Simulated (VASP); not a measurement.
# Ru in VASP: settings compared

One slab, Ru, is run at these levels: PBE, PBE+D3(BJ); tasks: work function.

Everything below comes from runs of VASP 6.6.1. Logs are shortened: lines on timing, memory, paths and dates and some standing lists are left out, and cuts for length are marked.

## Step 1: Starting point

The cell holds a slab with vacuum, 4 atoms: a = 2.719 Å, b = 2.719 Å, c = 27.826 Å, α = 90.00°, β = 90.00°, γ = 120.00°.

The cell was built by a generator and needn't be a form met in nature.

## Step 2: Work function, PBE

File INCAR:

```
SYSTEM = Ru
PREC = Accurate
ENCUT = 520
EDIFF = 1E-6
ISMEAR = 1
SIGMA = 0.1
LREAL = .False.
LASPH = .True.
NELM = 100
ALGO = Normal
ISIF = 2
LWAVE = .False.
LCHARG = .True.
LDIPOL = .True.
IDIPOL = 3
DIPOL = 0.5 0.5 0.500
GGA = PE
LELF = .True.
LVHAR = .True.
LVACPOTAV = .True.
```

File KPOINTS:

```
regular mesh
0
Gamma
  14 14 1
  0 0 0
```

File POSCAR:

```
Ru                                      
1.0
    2.7193470000      0.0000000000      0.0000000000
   -1.3596735000      2.3550235400      0.0000000000
    0.0000000000      0.0000000000     27.8262814600
  Ru            
     4
Selective dynamics
Direct
     0.3333330000000032    0.6666669999999968    0.3842003199999979   F   F   F
     0.6666669999999968    0.3333330000000032    0.4587132220928041   T   T   T
     0.3333330000000032    0.6666669999999968    0.5363981389483105   T   T   T
     0.6666669999999968    0.3333330000000032    0.6109165379328453   T   T   T
```

Potentials or basis: VASP PAW PBE potentials, release 64 (Ru_pv).

Run with:

```sh
> cat potpaw_PBE.64/Ru_pv/POTCAR > POTCAR
> mpirun -np 1 vasp_std > vasp.out
```

OUTCAR:

```text
SYSTEM = Ru
   PREC = Accurate
   ENCUT = 520
   EDIFF = 1E-6
   ISMEAR = 1
   LREAL = .False.
   LASPH = .True.
   NELM = 100
   ISIF = 2
   GGA = PE

 ion  position               nearest neighbor table
   1  0.333  0.667  0.384-   2 2.60   2 2.60   2 2.60
   2  0.667  0.333  0.459-   1 2.60   1 2.60   1 2.60   3 2.67   3 2.67   3 2.67
   3  0.333  0.667  0.536-   4 2.60   4 2.60   4 2.60   2 2.67   2 2.67   2 2.67
   4  0.667  0.333  0.611-   3 2.60   3 2.60   3 2.60

  LATTYP: Found a hexagonal cell.
 ALAT       =     2.7193470000
 C/A-ratio  =    10.2327071389

  Lattice vectors:

 A1 = (   2.7193470000,   0.0000000000,   0.0000000000)
 A2 = (  -1.3596735000,   2.3550235400,   0.0000000000)
 A3 = (   0.0000000000,   0.0000000000,  27.8262814600)

Analysis of symmetry for initial positions (statically):
=====================================================================
 Subroutine PRICEL returns:
 Original cell was already a primitive cell.

 Routine SETGRP: Setting up the symmetry group for a
 hexagonal supercell.

 Subroutine GETGRP returns: Found 12 space group operations
 (whereof  6 operations were pure point group operations)
 out of a pool of 24 trial point group operations.

The static configuration has the point symmetry C_3v.
 The point group associated with its full space group is D_3d.

Analysis of symmetry for dynamics (positions and initial velocities):
=====================================================================
 Subroutine PRICEL returns:
 Original cell was already a primitive cell.

 Routine SETGRP: Setting up the symmetry group for a
 hexagonal supercell.

 Subroutine GETGRP returns: Found 12 space group operations
 (whereof  6 operations were pure point group operations)
 out of a pool of 24 trial point group operations.

The dynamic configuration has the point symmetry C_3v.
 The point group associated with its full space group is D_3d.

Analysis of constrained symmetry for selective dynamics:
=====================================================================
 Subroutine PRICEL returns:
 Original cell was already a primitive cell.

 Routine SETGRP: Setting up the symmetry group for a
 hexagonal supercell.

 Subroutine GETGRP returns: Found  6 space group operations
 (whereof  6 operations were pure point group operations)
 out of a pool of 24 trial point group operations.

The constrained configuration has the point symmetry C_3v.

 Subroutine INISYM returns: Found  6 space group operations
 (whereof  6 operations are pure point group operations),
 and found     1 'primitive' translations

----------------------------------------------------------------------------------------

                                     Primitive cell

  volume of cell :     178.2030

  direct lattice vectors                    reciprocal lattice vectors
     2.719347000  0.000000000  0.000000000     0.367735342  0.212312103  0.000000000
    -1.359673500  2.355023540  0.000000000     0.000000000  0.424624206  0.000000000
     0.000000000  0.000000000 27.826281460     0.000000000  0.000000000  0.035937249

  length of vectors
     2.719347000  2.719346962 27.826281460     0.424624200  0.424624206  0.035937249

  position of ions in fractional coordinates (direct lattice)
     0.333333000  0.666667000  0.384200320
     0.666667000  0.333333000  0.458713222
     0.333333000  0.666667000  0.536398139
     0.666667000  0.333333000  0.610916538

  ion indices of the primitive-cell ions
   primitive index   ion index
                 1           1
                 2           2
                 3           3
                 4           4

----------------------------------------------------------------------------------------

 KPOINTS: regular mesh

Automatic generation of k-mesh.
 Grid dimensions read from file:
 generate k-points for:   14   14    1

 Generating k-lattice:

  Cartesian coordinates                     Fractional coordinates (reciprocal lattice)
     0.026266810  0.015165150  0.000000000     0.071428571  0.000000000  0.000000000
     0.000000000  0.030330300  0.000000000     0.000000000  0.071428571  0.000000000
     0.000000000  0.000000000  0.035937249     0.000000000  0.000000000  1.000000000

  Length of vectors
     0.030330300  0.030330300  0.035937249

  Shift w.r.t. Gamma in fractional coordinates (k-lattice)
     0.000000000  0.000000000  0.000000000

 Subroutine IBZKPT returns following result:
 ===========================================

 Found     24 irreducible k-points:

 Following reciprocal coordinates:
            Coordinates               Weight
  0.000000  0.000000  0.000000      1.000000
  0.071429 -0.000000  0.000000      6.000000
  0.142857 -0.000000  0.000000      6.000000
  0.214286 -0.000000  0.000000      6.000000
  0.285714 -0.000000  0.000000      6.000000
  0.357143 -0.000000  0.000000      6.000000
[... 16 lines left out ...]
  0.285714  0.285714  0.000000      6.000000
  0.357143  0.285714  0.000000      6.000000
   k-points           NKPTS =     24   k-points in BZ     NKDIM =     24   number of bands    NBANDS=     33
   number of dos      NEDOS =    301   number of ions     NIONS =      4
   total plane-waves  NPLWV =  84000
   dimension x,y,z NGX =    20 NGY =   20 NGZ =  210
   dimension x,y,z NGXF=    40 NGYF=   40 NGZF=  420
   ions per type =               4
   NGX,Y,Z   is equivalent  to a cutoff of  12.23, 12.23, 12.55 a.u.
   NGXF,Y,Z  is equivalent  to a cutoff of  24.45, 24.45, 25.09 a.u.
 SYSTEM =  Ru
   PREC   = accura    normal or accurate (medium, high low for compatibility)
   ISTART =      0    job   : 0-new  1-cont  2-samecut
   ICHARG =      2    charge: 1-file 2-atom 10-const
   ISPIN  =      1    spin polarized calculation?
   LNONCOLLINEAR =      F non collinear calculations
   LSORBIT =      F    spin-orbit coupling
   LASPH  =      T    aspherical Exc in radial PAW
   ENCUT  =  520.0 eV  38.22 Ry    6.18 a.u.   5.06  5.06 51.74*2*pi/ulx,y,z
   NELM   =    100;   NELMIN=  2; NELMDL= -5     # of ELM steps
   EDIFF  = 0.1E-05   stopping-criterion for ELM
   LREAL  =      F    real-space projection
   EDIFFG = 0.1E-04   stopping-criterion for IOM
   NSW    =      0    number of steps for IOM
   IBRION =     -1    ionic relax: 0-MD 1-quasi-New 2-CG
   NFREE  =      0    steps in history (QN), initial steepest desc. (CG)
   ISIF   =      2    stress and relaxation
   ISYM   =      2    0-nonsym 1-usesym 2-fastsym
   POTIM  = 0.5000    time-step for ionic-motion
   TEBEG  =    0.0;   TEEND  =   0.0 temperature during run
   PSTRESS=    0.0 pullay stress
   NELECT =      56.0000    total number of electrons
   NUPDOWN=      -1.0000    fix difference up-down
   EMIN   =  10.00;   EMAX   =-10.00  energy-range for DOS
   EFERMI =   0.00;   METHOD = LEGACY
   ISMEAR =     1;   SIGMA  =   0.10  broadening in eV -4-tet -1-fermi 0-gaus
   EFERMI_NEDOS =   21; number of points for ismear=-14 and -15
   IALGO  =     38    algorithm
   IMIX   =      4    mixing-type and parameters
     AMIX     =   0.40;   BMIX     =  1.00
     AMIX_MAG =   1.60;   BMIX_MAG =  1.00
  volume/ion in A,a.u.               =      44.55       300.64
  Fermi-wavevector in a.u.,A,eV,Ry     =   1.113010  2.103284 16.854785  1.238792
  Thomas-Fermi vector in A             =   2.249591
   LORBIT       =      0    0 simple, 1 ext, 2 COOP (PROOUT), +10 PAW based schemes
   GGA     = PE    functional components
   LHFCALC =     F    Hartree Fock is set to
   AEXX    =    0.0000 exact exchange contribution
   IVDW    =     0    specifies the selected vdW correction
   LEPSILON=     F    determine dielectric tensor
   LRPA    =     F    only Hartree local field effects (RPA)
 non-spin polarized calculation
 Methfessel and Paxton  Order N= 1 SIGMA  =   0.10
  energy-cutoff  :      520.00
  volume of cell :      178.20
 maximum number of plane-waves:      4837
   NGX = 11   NGY = 11   NGZ =103

 dipolmoment           0.000000      0.000000     -0.000002 electrons x Angstroem

 number of electron      56.0000016 magnetization

 dipolmoment           0.000000      0.000000      0.000006 electrons x Angstroem

 Free energy of the ion-electron system (eV)
  ---------------------------------------------------
  ext. energy  EPLUGINS =         0.00000000
  ---------------------------------------------------
  free energy    TOTEN  =       -34.80848058 eV

  energy without entropy =      -34.80727967  energy(sigma->0) =      -34.80808027

 E-fermi :   0.4748     XC(G=0):  -5.0668

 val. band max:        0.4716715626   @ k =   0.2857   0.0714   0.0000
 cond. band min:       0.4797075377   @ k =   0.2143  -0.0000   0.0000
 fundamental gap:      0.0080359750
 Fermi energy:         0.4747978361

 k-point     1 :       0.0000    0.0000    0.0000
  band No.  band energies     occupation
      1     -43.1511      2.00000
      2     -42.7537      2.00000
      3     -42.3599      2.00000
      4     -42.3599      2.00000
      5     -42.2832      2.00000
      6     -42.2832      2.00000
[... 25 lines left out ...]
     32       0.6355     -0.04544
     33       1.4531     -0.00000

 k-point     2 :       0.0714   -0.0000    0.0000
  band No.  band energies     occupation
      1     -43.1382      2.00000
      2     -42.7546      2.00000
      3     -42.3894      2.00000
      4     -42.3705      2.00000
      5     -42.3410      2.00000
      6     -42.2906      2.00000
[... 25 lines left out ...]
     32       0.5214      0.29871
     33       0.8415     -0.00000
[... 754 lines left out ...]
     32       1.9846     -0.00000
     33       5.8119      0.00000

 k-point    24 :       0.3571    0.2857    0.0000
  band No.  band energies     occupation
      1     -42.9917      2.00000
      2     -42.9741      2.00000
      3     -42.8824      2.00000
      4     -42.7420      2.00000
      5     -42.6958      2.00000
      6     -42.6723      2.00000
[... 25 lines left out ...]
     32       1.7271     -0.00000
     33       7.1419      0.00000

------------------------ aborting loop because EDIFF is reached ----------------------------------------

  FORCE on cell =-STRESS in cart. coord.  units (eV):
  Direction    XX          YY          ZZ          XY          YZ          ZX
  --------------------------------------------------------------------------------------
  -------------------------------------------------------------------------------------
  Total       -2.7194580     -2.7194579     -0.0639071      0.0000000      0.0000000      0.0000000
  in kB      -24.4499448    -24.4499439     -0.5745725      0.0000000      0.0000000      0.0000000
  external PRESSURE =     -16.4914871 kB  Pullay stress =       0.0000000 kB

 VOLUME and BASIS-vectors are now :
 -----------------------------------------------------------------------------
  energy-cutoff  :      520.00
  volume of cell :      178.20
      direct lattice vectors                 reciprocal lattice vectors
     2.719347000  0.000000000  0.000000000     0.367735342  0.212312103  0.000000000
    -1.359673500  2.355023540  0.000000000     0.000000000  0.424624206  0.000000000
     0.000000000  0.000000000 27.826281460     0.000000000  0.000000000  0.035937249

 POSITION                                       TOTAL-FORCE (eV/Angst)
 -----------------------------------------------------------------------------------
     -0.00000      1.57002     10.69087        -0.000000      0.000000      0.002148
      1.35967      0.78501     12.76428         0.000000     -0.000000      0.002118
     -0.00000      1.57002     14.92597        -0.000000      0.000000     -0.000692
      1.35967      0.78501     16.99954         0.000000      0.000000     -0.003574
 -----------------------------------------------------------------------------------
    total drift:                               -0.000000     -0.000000      0.000083

  FREE ENERGIE OF THE ION-ELECTRON SYSTEM (eV)
  ---------------------------------------------------
  free  energy   TOTEN  =       -34.8084805765 eV

  energy  without entropy=      -34.8072796717  energy(sigma->0) =      -34.80808027

 vacuum level on the upper side and lower side of the slab         5.509         5.509
```

Run time: 4.9 min. Hardware: 1 thread of AMD EPYC 7R43 (Zen 3), shared host; peak memory 0.28 GiB.

What came out:

```yaml
Free_energy: -34.8085 eV
Largest_force: 0.004 eV/Å
Band_gap_on_the_k_mesh: none (metal or under the smearing width)
Work_function_of_the_upper_face: 5.03 eV
Work_function_of_the_lower_face: 5.03 eV
```

Forces on the atoms (eV/Å):
```
Ru   0.000  0.000  0.002
Ru   0.000  0.000  0.002
Ru   0.000  0.000 -0.001
Ru   0.000  0.000 -0.004
```

## Step 3: Work function, PBE+D3(BJ)

INCAR: that of step 2 with these lines changed.

```diff
@@ -17,2 +17,3 @@
 GGA = PE
+IVDW = 12
 LELF = .True.
```

KPOINTS is that of step 2.

POSCAR is that of step 2.

Potentials or basis: VASP PAW PBE potentials, release 64 (Ru_pv).

Run with:

```sh
> cat potpaw_PBE.64/Ru_pv/POTCAR > POTCAR
> mpirun -np 1 vasp_std > vasp.out
```

OUTCAR:

```text
SYSTEM = Ru
   PREC = Accurate
   ENCUT = 520
   EDIFF = 1E-6
   ISMEAR = 1
   LREAL = .False.
   LASPH = .True.
   NELM = 100
   ISIF = 2
   GGA = PE
   IVDW = 12
 IVDW          = 12

 ion  position               nearest neighbor table
   1  0.333  0.667  0.384-   2 2.60   2 2.60   2 2.60
   2  0.667  0.333  0.459-   1 2.60   1 2.60   1 2.60   3 2.67   3 2.67   3 2.67
   3  0.333  0.667  0.536-   4 2.60   4 2.60   4 2.60   2 2.67   2 2.67   2 2.67
   4  0.667  0.333  0.611-   3 2.60   3 2.60   3 2.60
[... 1087 lines left out ...]
  Direction    XX          YY          ZZ          XY          YZ          ZX
  --------------------------------------------------------------------------------------
  -------------------------------------------------------------------------------------
  Total      -4.63273    -4.63273    -1.25676     0.00000     0.00000     0.00000
  in kB     -41.65165   -41.65164   -11.29916     0.00000     0.00000     0.00000
  external pressure =      -31.53 kB  Pullay stress =        0.00 kB

 VOLUME and BASIS-vectors are now :
 -----------------------------------------------------------------------------
  energy-cutoff  :      520.00
  volume of cell :      178.20
      direct lattice vectors                 reciprocal lattice vectors
     2.719347000  0.000000000  0.000000000     0.367735342  0.212312103  0.000000000
    -1.359673500  2.355023540  0.000000000     0.000000000  0.424624206  0.000000000
     0.000000000  0.000000000 27.826281460     0.000000000  0.000000000  0.035937249

 POSITION                                       TOTAL-FORCE (eV/Angst)
 -----------------------------------------------------------------------------------
     -0.00000      1.57002     10.69087         0.000000     -0.000000      0.162256
      1.35967      0.78501     12.76428         0.000000     -0.000000      0.084479
     -0.00000      1.57002     14.92597        -0.000000      0.000000     -0.083053
      1.35967      0.78501     16.99954         0.000000      0.000000     -0.163682
 -----------------------------------------------------------------------------------
    total drift:                               -0.000000     -0.000000      0.000083

  FREE ENERGIE OF THE ION-ELECTRON SYSTEM (eV)
  ---------------------------------------------------
  free  energy   TOTEN  =       -36.6253758903 eV

  energy  without entropy=      -36.6241749855  energy(sigma->0) =      -36.62497559

 vacuum level on the upper side and lower side of the slab         5.509         5.509
```

OSZICAR:

```text
N       E                     dE             d eps       ncg     rms          rms(c)
DAV:   1     0.521082593300E+03    0.52108E+03   -0.35247E+04  2104   0.154E+03
DAV:   2    -0.204363799981E+02   -0.54152E+03   -0.53263E+03  1773   0.442E+02
DAV:   3    -0.370572288461E+02   -0.16621E+02   -0.16143E+02  2054   0.729E+01
[... 18 lines left out ...]
DAV:  22    -0.348084633668E+02   -0.27687E-04   -0.11629E-06   966   0.546E-03    0.285E-03
DAV:  23    -0.348084747348E+02   -0.11368E-04   -0.37607E-07   877   0.288E-03    0.116E-03
DAV:  24    -0.348084770241E+02   -0.22893E-05   -0.88927E-08   839   0.177E-03    0.927E-04
DAV:  25    -0.348084799517E+02   -0.29276E-05   -0.11326E-07   854   0.145E-03    0.140E-04
DAV:  26    -0.348084805765E+02   -0.62484E-06   -0.28582E-08   827   0.647E-04
   1 F= -.36625376E+02 E0= -.36624976E+02  d E =-.120090E-02
```

stdout:

```text
POSCAR found type information on POSCAR Ru
 POSCAR found :  1 types and       4 ions
 scaLAPACK will be used
 LDA part: xc-table for (Slater+PW92), standard interpolation
 POSCAR, INCAR and KPOINTS ok, starting setup
 FFT: planning ... GRIDC
 FFT: planning ... GRID_SOFT
 FFT: planning ... GRID
 WAVECAR not read
 entering main loop
 -----------------------------------------------------------------------------
|                                                                             |
|           W    W    AA    RRRRR   N    N  II  N    N   GGGG   !!!           |
|           W    W   A  A   R    R  NN   N  II  NN   N  G    G  !!!           |
|           W    W  A    A  R    R  N N  N  II  N N  N  G       !!!           |
|           W WW W  AAAAAA  RRRRR   N  N N  II  N  N N  G  GGG   !            |
|           WW  WW  A    A  R   R   N   NN  II  N   NN  G    G                |
|           W    W  A    A  R    R  N    N  II  N    N   GGGG   !!!           |
|                                                                             |
|     Did not find any points to average over, which means that no vacuum     |
|     field-free region was found. Please increase the size of  your cell     |
|     in the dimension of the dipole correction to obtain accurate            |
|     workfunction values.                                                    |
|                                                                             |
 -----------------------------------------------------------------------------
```

Run time: 5.6 min. Hardware: 1 thread of AMD EPYC 7R43 (Zen 3), shared host; peak memory 0.28 GiB.

What came out:

- Free energy: -36.6254 eV
- Largest force: 0.164 eV/Å
- Band gap on the k mesh: none (metal or under the smearing width)
- Dispersion energy per atom: -0.454 eV
- Work function of the upper face: 5.03 eV
- Work function of the lower face: 5.03 eV

Forces on the atoms (eV/Å):
```
Ru   0.000  0.000  0.162
Ru   0.000  0.000  0.084
Ru   0.000  0.000 -0.083
Ru   0.000  0.000 -0.164
```

[end of part 1 of 3]
